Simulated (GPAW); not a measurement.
# NbSi2 (P6_222) in GPAW: a series of runs

The runs below take NbSi2 through band structure, equation of state, with PBE.

Everything below comes from runs of GPAW 26.7.0. Logs are shortened: lines on timing, memory, paths and dates and some standing lists are left out, and cuts for length are marked. The log counts tension as positive stress, the text compression.

## Step 1: The crystal as given

The structure is hexagonal, space group P6_222 (No. 180). Conventional cell: a = 4.819 Å, b = 4.819 Å, c = 6.592 Å, α = 90.00°, β = 90.00°, γ = 120.00°. Nb (site symmetry 222) is surrounded by 10 Si at 2.62 to 2.84 Å. Around Si (site symmetry 2) lie 5 Si at 2.57 to 2.84 Å and 5 Nb at 2.62 to 2.84 Å.

## Step 2: Band structure, PBE

Contents of run.py:

```python
from ase import Atoms
from ase.dft.bandgap import bandgap
from ase.io import write
from ase.units import GPa
from gpaw import GPAW, PW

atoms = Atoms(['Nb', 'Nb', 'Nb', 'Si', 'Si', 'Si', 'Si', 'Si', 'Si'],
              cell=[[4.819, 0.0, 0.0],
                    [-2.4095, 4.1733764208, 0.0],
                    [0.0, 0.0, 6.592]],
              scaled_positions=[[0.0, 0.5, 0.1666666667],
                                [0.5, 0.5, 0.8333333333],
                                [0.5, 0.0, 0.5],
                                [0.3198, 0.1599, 0.1666666667],
                                [0.1599, 0.8401, 0.8333333333],
                                [0.8401, 0.6802, 0.5],
                                [0.6802, 0.8401, 0.1666666667],
                                [0.8401, 0.1599, 0.8333333333],
                                [0.1599, 0.3198, 0.5]],
              pbc=True)

calc = GPAW(mode=PW(600),
            xc='PBE',
            kpts={'size': (4, 4, 3), 'gamma': True},
            occupations={'name': 'fermi-dirac', 'width': 0.05},
            nbands=57,
            convergence={'density': 1e-05, 'energy': 1e-05},
            maxiter=150,
            txt='gpaw.txt')
atoms.calc = calc
energy = atoms.get_potential_energy()
forces = atoms.get_forces()
stress = atoms.get_stress()
calc.write('gs.gpw')
write('result.traj', atoms)
print(f'Energy: {energy:.6f} eV')
print('Forces (eV/A):')
print(forces.round(4))
print('Stress (GPa):', (stress / GPa).round(3))
print('Fermi level:', round(calc.get_fermi_level(), 4), 'eV')
print(f'Gap: {bandgap(calc)[0]:.4f} eV, direct: {bandgap(calc, direct=True)[0]:.4f} eV')

path = atoms.cell.bandpath('GMKGALHA,LM,KH', npoints=60, eps=1e-4)
bs_calc = calc.fixed_density(kpts=path, symmetry='off', nbands=85,
                             convergence={'bands': 'CBM+6.0', 'eigenstates': 1e-6}, txt='bands.txt')
bs = bs_calc.band_structure()
bs.write('bs.json')
print(f'Gap on the path: {bandgap(bs_calc)[0]:.4f} eV')
```

Potentials or basis: GPAW PAW data sets (gpaw-data 1.2.1), pw.

Launch:

```sh
$ OMP_NUM_THREADS=1 python run.py
```

gpaw.txt:

```text
__  _  _
 | _ |_)|_||  |
 |__||  | ||/\| - 26.7.0

Input parameters:
  mode=PW(ecut=600.0),
  convergence={'density': 1e-05, 'energy': 1e-05},
  kpts=MonkhorstPack(size=(4, 4, 3), gamma=True),
  maxiter=150,
  nbands=57,
  occupations=Occupations(name='fermi-dirac', width=0.05),
  xc=XC(name='PBE')

Diagonalizing LCAO Hamiltonian
Converting LCAO to pw mode

          Si
               Nb
                    Si
                  Si
           Si
                Nb
         Nb
              Si

Atoms  # Å, Bohr magnetons
|   | symbol |         x |        y |        z |    initial magnetic moments |
|---|--------|-----------|----------|----------|-----------------------------|
| 0 |     Nb | -1.204750 | 2.086688 | 1.098667 | ( 0.0000,  0.0000,  0.0000) |
| 1 |     Nb |  1.204750 | 2.086688 | 5.493333 | ( 0.0000,  0.0000,  0.0000) |
| 2 |     Nb |  2.409500 | 0.000000 | 3.296000 | ( 0.0000,  0.0000,  0.0000) |
| 3 |     Si |  1.155837 | 0.667323 | 1.098667 | ( 0.0000,  0.0000,  0.0000) |
| 4 |     Si | -1.253663 | 3.506054 | 5.493333 | ( 0.0000,  0.0000,  0.0000) |
| 5 |     Si |  2.409500 | 2.838731 | 3.296000 | ( 0.0000,  0.0000,  0.0000) |
| 6 |     Si |  1.253663 | 3.506054 | 1.098667 | ( 0.0000,  0.0000,  0.0000) |
| 7 |     Si |  3.663163 | 0.667323 | 5.493333 | ( 0.0000,  0.0000,  0.0000) |
| 8 |     Si | -0.000000 | 1.334646 | 3.296000 | ( 0.0000,  0.0000,  0.0000) |

Unit cell  # Å
| periodic |         x |        y |        z |  lengths |     angles |
|----------|-----------|----------|----------|----------|------------|
|      yes |  4.819000 | 0.000000 | 0.000000 | 4.819000 |  90.000000 |
|      yes | -2.409500 | 4.173376 | 0.000000 | 4.819000 |  90.000000 |
|      yes |  0.000000 | 0.000000 | 6.592000 | 6.592000 | 120.000000 |

Number of symmetries: 4
Symmetry operations  # r_c * U_cc + t_c -> r_c
|   | kind |            matrix            |
|---|------|------------------------------|
| 0 |  E   |  1, 0, 0,  0, 1, 0,  0, 0, 1 |
| 1 |  C2  |  1, 0, 0, -1,-1, 0,  0, 0,-1 |
| 2 |  C2  | -1, 0, 0,  1, 1, 0,  0, 0,-1 |
| 3 |  C2  | -1, 0, 0,  0,-1, 0,  0, 0, 1 |

BZ-sampling:
  Number of BZ points: 48
  Number of IBZ points: 14

  Monkhorst-Pack size: [4, 4, 3]
  Monkhorst-Pack shift: [0.125, 0.125, 0.0]

K-points  # in reciprocal-cell coordinates
|     |                                coordinates |     weight |
|-----|--------------------------------------------|------------|
|   0 | (  0.00000000,   0.00000000,   0.00000000) | 0.02083333 |
|   1 | (  0.00000000,   0.00000000,   0.33333333) | 0.04166667 |
|   2 | (  0.00000000,   0.25000000,   0.00000000) | 0.04166667 |
|   3 | (  0.00000000,   0.25000000,   0.33333333) | 0.08333333 |
|   4 | (  0.00000000,   0.50000000,   0.00000000) | 0.02083333 |
|   5 | (  0.00000000,   0.50000000,   0.33333333) | 0.04166667 |
|   6 | (  0.25000000,   0.00000000,   0.00000000) | 0.08333333 |
|   7 | (  0.25000000,   0.00000000,   0.33333333) | 0.16666667 |
|   8 | (  0.25000000,   0.50000000,   0.00000000) | 0.08333333 |
|   9 | (  0.25000000,   0.50000000,   0.33333333) | 0.16666667 |
| ... |                                            |            |
|  13 | (  0.50000000,   0.50000000,   0.33333333) | 0.08333333 |

Plane wave coefficients: 4467
Cutoff: 600.0 eV

Spin-components: 1 (collinear spins)
Bands:           57
Projectors:      48
Spin-degeneracy: 2
Datatype:        complex128

Parallelization:
  kpt:    1
  domain: 1
  band:   1

Density:
  Valence electrons: 63.0
  Components: 1
  Grid points: [28 28 40]
  Charge: 0.0  # |e|

Potential:
  Grid points: [28 28 40]

species:
  Nb:
    name:    Niobium
    Z:       41.0
    valence: 13
    core:    28
    charge:  0.0  # [|e|]
    compensation charges:
      type: gauss
      rc: 0.40  # [Å]
      lmax: 2
    cutoffs:
      filter: 2.35  # [Å]
      core: 1.51  # [Å]
    projectors
    | kind |    occ | energy [eV] | rcut [Å] |
    |------|--------|-------------|----------|
    |   4s |  2.000 |     -58.361 |    1.323 |
    |   5s |  1.000 |      -3.980 |    1.323 |
    |   4p |  6.000 |     -34.526 |    1.323 |
    |   5p |  0.000 |      -1.111 |    1.323 |
    |   4d |  4.000 |      -3.041 |    1.244 |
    |    d |        |      24.171 |    1.244 |

    Using partial waves for Nb as LCAO basis

  Si:
    name:    Silicon
    Z:       14.0
    valence: 4
    core:    10
    charge:  0.0  # [|e|]
    compensation charges:
      type: gauss
      rc: 0.33  # [Å]
      lmax: 2
    cutoffs:
      filter: 1.86  # [Å]
      core: 2.06  # [Å]
    projectors
    | kind |    occ | energy [eV] | rcut [Å] |
    |------|--------|-------------|----------|
    |   3s |  2.000 |     -10.812 |    1.058 |
    |   3p |  2.000 |      -4.081 |    1.058 |
    |    s |        |      16.399 |    1.058 |
    |    p |        |      23.130 |    1.058 |
    |    d |        |       0.000 |    1.058 |

    Using partial waves for Si as LCAO basis

Reference energy: -359036.508869  # eV

eigensolver:
  PPCG
  Converge bands: occupied
  niter=2

density mixing:
  MSR1-Mixer
  Pratt-step length: 0.05
  Maximum mixing coefficient: 0.75
  Old densities: 10
  SVD Regularization: 0.005
  Good broyden scale: 1.0
  Trust region scale: 1.0
  Backstep threshold: 4.0
  History deletion threshold: 6.0
  Fourier metric: weight=20.0, sigma=0.015

occupation numbers:
  Fermi-Dirac:
    width: 0.0500  # eV

poisson solver:
  ecut: 4800.0  # eV

xc functional:
  name: PBE with 2 nearest neighbor stencil

convergence criteria:
- Maximum integral of absolute [dens]ity change: 1e-05 electrons / valence electron
- Maximum [total energy] change in last 3 cyles: 1e-05 eV / valence electron
- Maximum integral of absolute [eigenst]ate change: 4e-08 eV^2 / valence electron
maximum number of iterations: 150

SCF iterations
|iter     | |      energy | eigst |  dens |
|---------|-|-------------|-------|-------|
|iter:   1| |  -70.987737 | +0.36 |       |
|iter:   2| |  -70.578421 | -1.53 | -1.00 |
|iter:   3| |  -69.394450 | -0.61 | -1.03 |
|iter:   4| |  -68.513025 | -1.37 | -1.32 |
|iter:   5| |  -68.481349 | -2.61 | -1.72 |
|iter:   6| |  -68.481753 | -3.97 | -2.31 |
|iter:   7| |  -68.482440 | -4.63 | -3.02 |
|iter:   8| |  -68.481754 | -5.13 | -2.90 |
|iter:   9| |  -68.481739 | -6.36 | -3.60 |
|iter:  10| |  -68.481741c| -7.34 | -4.03 |
|iter:  11| |  -68.481741c| -7.98c| -4.91 |
|iter:  12| |  -68.481741c| -8.50c| -5.37c|

Converged in 12 steps
Energy contributions relative to reference atoms: (reference = -359036.508869)

Energy contributions:
  Kinetic:          34.761759
  Coulomb:         -39.064238
  Zero:             -0.247960
  External:          0.000000
  Xc:              -63.912803
  Entropy:          -0.036998
  Spinorbit:         0.000000
  ----------------------------
  Free energy:     -68.500240
  Extrapolated:    -68.481741

dipole moment: (-8.802707, -15.246741, -0.000025)  # |e|*Ang

Fermi level: 10.983
Eigenvalues  # (at kpt = [0.000, 0.000, 0.000])
| band index |      eig [eV] | occ [0-2] |
|------------|---------------|-----------|
|          0 |       -43.773 |     2.000 |
|        ... |               |           |
|         24 |         8.674 |     2.000 |
|         25 |         8.674 |     2.000 |
|         26 |         8.726 |     2.000 |
|         27 |         8.726 |     2.000 |
|         28 |         8.740 |     2.000 |
|         29 |         8.941 |     2.000 |
[... 8 lines left out ...]
|         38 |        14.594 |     0.000 |
|         39 |        14.594 |     0.000 |
|        ... |               |           |
|         56 |        22.653 |     0.000 |

No gap
No difference between direct/indirect transitions

Forces  # eV/Ang
|        x |        y |        z |
|----------|----------|----------|
|  0.00000 |  0.00000 |  0.00014 |  # Nb   0
|  0.00000 |  0.00000 | -0.00014 |  # Nb   1
|  0.00000 |  0.00000 |  0.00000 |  # Nb   2
| -0.07667 | -0.04424 |  0.00008 |  # Si   3
| -0.07667 |  0.04424 | -0.00008 |  # Si   4
|  0.00000 |  0.08851 | -0.00000 |  # Si   5
|  0.07667 |  0.04424 |  0.00008 |  # Si   6
|  0.07667 | -0.04424 | -0.00008 |  # Si   7
|  0.00000 | -0.08851 |  0.00000 |  # Si   8

Stress tensor  # eV/Ang^3
|        x |        y |         z |
|----------|----------|-----------|
| 0.002427 | 0.000000 |  0.000000 |
| 0.000000 | 0.002427 |  0.000000 |
| 0.000000 | 0.000000 | -0.010533 |

# Writing to gs.gpw (mode='')
```

Run time: 5.5 min. Hardware: 1 thread of Arm Neoverse V2, shared host; peak memory 0.78 GiB.

What came out:

* Free energy: -68.5002 eV
* Pressure: 0.3 GPa
* Largest force: 0.089 eV/Å
* Band gap along the path: none (metal or under the smearing width)

Forces on the atoms (eV/Å):
```
Nb   0.000  0.000  0.000
Nb   0.000  0.000  0.000
Nb   0.000  0.000  0.000
Si  -0.077 -0.044  0.000
Si  -0.077  0.044  0.000
Si   0.000  0.089  0.000
Si   0.077  0.044  0.000
Si   0.077 -0.044  0.000
Si   0.000 -0.089  0.000
```

Stress tensor (GPa, compression positive):
```
-0.39  0.00  0.00
 0.00 -0.39  0.00
 0.00  0.00  1.69
```

Levels at the corners of the path, in eV from the Fermi level:
```tsv
point	band 30	band 31	band 32	band 33	band 34	band 35
Γ	-2.04	-2.04	-1.18	0.69	3.04	3.12
M	-0.78	-0.20	-0.06	0.66	1.10	1.43
K	-1.64	0.26	0.26	0.34	1.96	1.96
Γ	-2.04	-2.04	-1.18	0.69	3.04	3.12
A	-1.52	-1.52	0.88	0.88	2.63	2.63
L	-1.72	-0.72	-0.36	1.30	1.67	2.17
H	-0.83	-0.25	-0.25	0.72	1.87	2.04
A	-1.52	-1.52	0.88	0.88	2.63	2.63
L	-1.72	-0.72	-0.36	1.30	1.67	2.17
M	-0.78	-0.20	-0.06	0.66	1.10	1.43
K	-1.64	0.26	0.26	0.34	1.96	1.96
H	-0.83	-0.25	-0.25	0.72	1.87	2.04
```

Caveat: the k mesh is coarse (spacing up to 0.38 Å⁻¹), so the values aren't converged.

## Step 3: Equation of state, PBE

Contents of run.py:

```python
from ase import Atoms
from ase.eos import EquationOfState
from ase.io import Trajectory
from ase.units import GPa
from gpaw import GPAW, PW

atoms = Atoms(['Nb', 'Nb', 'Nb', 'Si', 'Si', 'Si', 'Si', 'Si', 'Si'],
              cell=[[4.819, 0.0, 0.0],
                    [-2.4095, 4.1733764208, 0.0],
                    [0.0, 0.0, 6.592]],
              scaled_positions=[[0.0, 0.5, 0.1666666667],
                                [0.5, 0.5, 0.8333333333],
                                [0.5, 0.0, 0.5],
                                [0.3198, 0.1599, 0.1666666667],
                                [0.1599, 0.8401, 0.8333333333],
                                [0.8401, 0.6802, 0.5],
                                [0.6802, 0.8401, 0.1666666667],
                                [0.8401, 0.1599, 0.8333333333],
                                [0.1599, 0.3198, 0.5]],
              pbc=True)

traj = Trajectory('eos.traj', 'w')
volumes, energies = [], []
for x in [0.94, 0.96, 0.98, 1.0, 1.02, 1.04, 1.06]:
    a = atoms.copy()
    a.set_cell(atoms.cell * x**(1 / 3), scale_atoms=True)
    calc = GPAW(mode=PW(600),
                xc='PBE',
                kpts={'size': (4, 4, 3), 'gamma': True},
                occupations={'name': 'fermi-dirac', 'width': 0.05},
                nbands=57,
                convergence={'density': 1e-05, 'energy': 1e-05},
                maxiter=150,
                txt=f'eos-{x:.2f}.txt')
    a.calc = calc
    energies.append(a.get_potential_energy(force_consistent=True))
    volumes.append(a.get_volume())
    p = -a.get_stress()[:3].mean() / GPa
    calc.write(f'eos-{x:.2f}.gpw')
    traj.write(a)
    print(f'{x:.2f} {volumes[-1]:10.4f} A^3 {energies[-1]:14.6f} eV {p:9.3f} GPa', flush=True)

v0, e0, B = EquationOfState(volumes, energies, eos='birchmurnaghan').fit()
print(f'V0 = {v0:.4f} A^3, E0 = {e0:.6f} eV, B0 = {B / GPa:.2f} GPa')
```

Potentials or basis: GPAW PAW data sets (gpaw-data 1.2.1), pw.

Launch:

```sh
$ OMP_NUM_THREADS=1 python run.py
```

Run time: 9.4 min. Hardware: 1 thread of Arm Neoverse V2, shared host; peak memory 0.44 GiB.

The run converged. Its results:

| Quantity | Value |
| --- | --- |
| Equilibrium volume | 14.76 Å³/atom |
| Bulk modulus at fixed shape and positions | 176 GPa |
| Pressure derivative of the bulk modulus | 4.3 |

Energy against volume, from the lowest point:
```csv
volume (Å³/atom),energy (meV/atom)
13.847,34.68
14.141,15.29
14.436,4.00
14.731,0.00
15.025,2.55
15.320,10.98
15.614,24.70
```

Caveat: the k mesh is coarse (spacing up to 0.38 Å⁻¹), so the values aren't converged; the cell was scaled at fixed shape and fractional positions, which overstates the stiffness of a crystal with free parameters, most of all of layers and chains.
